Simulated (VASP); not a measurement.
Wanted: the native input for a VASP 6.6.1 run.

```yaml
Task: relaxation of cell and atoms
Functional: PBEsol
Potentials_or_basis: VASP PAW PBE potentials, release 64 (Hf_pv)
Cutoff: 520 eV
k_mesh: 10 × 10 × 10
Occupations: gaussian, width 0.1 eV
Spin: no spin polarisation
Target_pressure: 12 GPa
Further_INCAR_settings: ALGO = Fast; EDIFF = 1e-07; IBRION = 2; EDIFFG = -0.002; NSW = 80; ISIF = 3
Target_pressure: 12 GPa
```

The structure of Hf lies in POSCAR:

```
Hf                                      
1.0
   -1.6880222360      1.6880222360      1.6880222360
    1.6880222360     -1.6880222360      1.6880222360
    1.6880222360      1.6880222360     -1.6880222360
  Hf            
     1
Direct
     0.0000000000000000    0.0000000000000000    0.0000000000000000
```

This isn't the form of Hf at room conditions, which is hcp.

The input as run:

INCAR

```
PREC = Accurate
ENCUT = 520
EDIFF = 1E-7
ISMEAR = 0
SIGMA = 0.1
LREAL = False
LASPH = True
NELM = 80
ALGO = Fast
ISIF = 3
LWAVE = False
LCHARG = False
GGA = PS
IBRION = 2
NSW = 80
EDIFFG = -0.002
PSTRESS = 120.0
```

KPOINTS

```
regular mesh
0
Gamma
  10 10 10
```

Potentials or basis: VASP PAW PBE potentials, release 64 (Hf_pv).

The run is started by

```console
$ cat potpaw_PBE.64/Hf_pv/POTCAR > POTCAR
$ mpirun -np 1 vasp_std > vasp.out
```

It gave:

| Property | Result |
| --- | --- |
| Relaxed volume | 19.24 Å³/atom |
| Relaxed cell | a = 2.924 Å, b = 2.924 Å, c = 2.924 Å, α = 109.47°, β = 109.47°, γ = 109.47° |
| Space group after relaxing (to 0.05 Å) | Im-3m (No. 229) |
| Energy change on relaxing (the enthalpy is what falls) | -0.2 meV/atom |
| Ionic steps | 3 |
| Pressure after relaxing | 12.0 GPa |
| Band gap on the k mesh | none (metal or under the smearing width) |

Caveat: the cell is relaxed towards a set pressure, so the enthalpy falls and the energy may rise; the PAW data sets were made with another functional, which shifts forces and pressure a little.

Wall time 13 s on 1 thread of Intel(R) Xeon(R) Platinum 8488C (Sapphire Rapids) (shared host), peak memory 0.14 GiB.
